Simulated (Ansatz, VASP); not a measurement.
# Al in VASP and in Ansatz

```
Al
1.0
    -1.47757    1.47757    1.47757
     1.47757   -1.47757    1.47757
     1.47757    1.47757   -1.47757
Al
1
Direct
  0.00000 0.00000 0.00000
```

Change from the starting cell: volume scaled by 0.78, LAPW.

Alike in both runs: task single point; functional PBEsol; k mesh 17 × 17 × 17; occupations fermi-dirac, width 0.05 eV; no spin polarisation.

|  | VASP | Ansatz |
| --- | --- | --- |
| version | VASP 6.6.1 | Ansatz 0.2.0 |
| potentials or method | VASP PAW PBE potentials, release 64 (Al), cutoff 520 eV | all-electron LAPW, scalar-relativistic |

Ansatz gave:

```
pressure (GPa) : 31.1
```

Task: What did VASP give for the same quantities?

Result: Pressure (GPa): 31.4.

Ansatz ran all-electron here, so the differences hold the error of VASP's frozen core and of both bases.

Caveats: so large a pressure means that the cell lies far from this level's equilibrium, or that cutoff or potentials fall short (VASP); the potentials were made for another functional, which shifts forces and pressure (VASP).
